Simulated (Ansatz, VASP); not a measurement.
Two plane-wave programs on Tl

The input INCAR:

```
SYSTEM = Tl
PREC = Accurate
ENCUT = 600
EDIFF = 1E-6
ISMEAR = -1
SIGMA = 0.05
LREAL = .FALSE.
LASPH = .TRUE.
NELM = 100
ALGO = Normal
ISIF = 3
LWAVE = .FALSE.
LCHARG = .FALSE.
GGA = PS
IBRION = 2
NSW = 100
EDIFFG = -0.005
```

Contents of KPOINTS:

```
regular mesh
0
G
  11 11 6
  0 0 0
```

The input POSCAR:

```
Tl
1.0
    3.5014788996      0.0000000000      0.0000000000
   -1.7507394498      3.0323696779      0.0000000000
    0.0000000000      0.0000000000      5.5977057061
Tl
2
Direct
    0.3333333333      0.6666666667      0.2500000000
    0.6666666667      0.3333333333      0.7500000000
```

Input for Ansatz:

```yaml
crystal:
  lattice:
    - [3.5014788996, 0.0, 0.0]
    - [-1.7507394498, 3.0323696779, 0.0]
    - [0.0, 0.0, 5.5977057061]
  atoms:
    - { symbol: Tl, position: [0.3333333333, 0.6666666667, 0.25] }
    - { symbol: Tl, position: [0.6666666667, 0.3333333333, 0.75] }
kpoints:
  mp_grid: { grid: [11, 11, 6] }
scf:
  occupations: { method: fermi_dirac, width: 0.05 }
hamiltonian:
  xc: pbesol
  pseudopotentials: { kind: paw }
output:
  forces: true
  stress: true
  efg: { contact_densities: true }
relax:
  f_tol: 0.005
  max_steps: 80
  cell: {}
```

Alike in both runs: task relaxation of cell and atoms; functional PBEsol; k mesh 11 × 11 × 6; occupations fermi-dirac, width 0.05 eV; no spin polarisation.

|  | VASP | Ansatz |
| --- | --- | --- |
| version | VASP 6.6.1 | Ansatz 0.2.0 |
| potentials or method | VASP PAW PBE potentials, release 64 (Tl_d) | PAW with Ansatz's default frozen-core files, scalar-relativistic |
| plane-wave cutoff (eV) | 600 | 420 |
| valence electrons in the cell | 26 | 26 |

```csv
,VASP,Ansatz,Ansatz less VASP
relaxed volume (Å³/atom),28.58,28.56,-0.028
relaxed cell length with the largest relative difference (Å),3.453,3.451,-0.0021
energy change over the relaxation (meV/atom),-5,-5,-0.1
```

Ansatz warned: «gradients_without_spin_orbit».

Caveats: the PAW data sets were made with another functional, which shifts forces and pressure a little (VASP). Spin-orbit coupling is left out, which matters for the levels of Tl.
